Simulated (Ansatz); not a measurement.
**Cu: hydrostatic pressure series**

The calculation used DFT PBEsol, scalar-relativistic, plane waves, PAW in Ansatz 0.2.0. (420 eV cutoff, 18×18×10 k-mesh, Gaussian smearing of 0.10 eV, no spin polarisation)

The relaxed crystal:

```xyz
2
Lattice="2.5206 0.0000 0.0000 -1.2603 2.1829 0.0000 0.0000 0.0000 4.1165" Properties=species:S:1:pos:R:3 pbc="T T T"
Cu    0.0000    1.4553    1.0291
Cu    1.2603    0.7276    3.0874
```

Cell and atoms are relaxed at each pressure within the symmetry of the start, at zero temperature, so transitions that lower the symmetry aren't seen. The k-mesh given is that at zero pressure and may differ at others. a, b and c are the lengths of the cell vectors above. ΔH is E + PV over the energy at zero pressure.

| P (GPa) | V (Å³/atom) | V/V0 | a (Å) | b (Å) | c (Å) | ΔH (eV/atom) |
| --- | --- | --- | --- | --- | --- | --- |
| -1 | 11.40 | 1.006 | 2.526 | 2.526 | 4.125 | -0.071 |
| 0 | 11.32 | 1.000 | 2.521 | 2.521 | 4.117 | 0.000 |
| 1 | ? | ? | ? | ? | ? | ? |
| 4 | 11.07 | 0.977 | 2.501 | 2.501 | 4.085 | 0.280 |
| 12 | ? | ? | ? | ? | ? | ? |
| 25 | 10.11 | 0.893 | 2.427 | 2.427 | 3.965 | 1.662 |
| 50 | 9.39 | 0.829 | 2.366 | 2.366 | 3.873 | 3.177 |
| 90 | 8.61 | 0.761 | 2.299 | 2.299 | 3.764 | 5.417 |

(1) What stands in the row for 1 GPa?

(2) What stands in the row for 12 GPa?

Answers

(1) V 11.26 Å³/atom; V/V0 0.994; a 2.516 Å; b 2.516 Å; c 4.109 Å; ΔH 0.070 eV/atom.

(2) V 10.65 Å³/atom; V/V0 0.940; a 2.469 Å; b 2.469 Å; c 4.033 Å; ΔH 0.821 eV/atom.

This form isn't the element's structure at ambient conditions.